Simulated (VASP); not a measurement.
CdSe: single point with r2SCAN

CdSe:

```
CELL_PARAMETERS angstrom
0.00000 3.09841 3.09841
3.09841 0.00000 3.09841
3.09841 3.09841 0.00000
ATOMIC_POSITIONS crystal
Cd 0.00000 0.00000 0.00000
Se 0.75000 0.75000 0.75000
```

Measurements of this composition are mostly on another form, of space group No. 186.

```
Program             : VASP 6.6.1
Task                : single point
Functional          : r2SCAN
Potentials or basis : VASP PAW PBE potentials, release 64 (Cd, Se)
Cutoff              : 520 eV
k mesh              : 10 × 10 × 10
Occupations         : gaussian, width 0.02 eV
Spin                : no spin polarisation
```

- Pressure: -1.3 GPa
- Band gap on the k mesh: 0.96 eV, direct

Levels at points of the mesh, in eV from the valence-band top:
```
           k point  band 7  band 8  band 9  band 10  band 11  band 12
(0.00, 0.00, 0.00)    0.00    0.00    0.00     0.96     6.47     6.47
(0.50, 0.00, 0.00)   -4.10   -0.68   -0.68     2.78     6.91     6.91
(0.50, 0.50, 0.00)   -3.83   -1.70   -1.70     3.55     4.09     9.41
```

Wall time 2.8 min on 1 thread of Intel(R) Xeon(R) Platinum 8259CL CPU @ 2.50GHz (Skylake/Cascade Lake), with other jobs on the host, peak memory 0.24 GiB.

Caveat: the PAW data sets were made with another functional, which shifts forces and pressure a little. r2SCAN opens gaps a little over a GGA but as a rule still falls short of measured ones.
